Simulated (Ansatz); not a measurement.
**Ru in Ansatz: the effect of functional**

Ru:

```
CELL_PARAMETERS angstrom
2.74141 0.00000 0.00000
-1.37070 2.37413 0.00000
0.00000 0.00000 4.33825
ATOMIC_POSITIONS crystal
Ru 0.66667 0.33333 0.75000
Ru 0.33333 0.66667 0.25000
```

The cell isn't the ideal one: volume scaled by 1.04.

Alike in all runs:

```yaml
Program: Ansatz 0.2.0
Task: single point
Potentials_or_basis: Ansatz PAW
k_mesh: 11 × 11 × 6
Occupations: fermi-dirac, width 0.05 eV
Spin: no spin polarisation
```

```tsv
functional	cutoff	pressure (GPa)
LDA	420 eV (not typed: the program's choice for these potentials)	?
r2SCAN	500 eV (not typed: the program's choice for these potentials)	-13.7
PBE	420 eV (not typed: the program's choice for these potentials)	-7.3
```

Task: What does the run with functional LDA give?

Result: Pressure -23.1 GPa.

Caveats: the PAW data sets come from PBE, with cores solved anew for the run's functional, which leaves a small shift of forces and pressure (some runs).
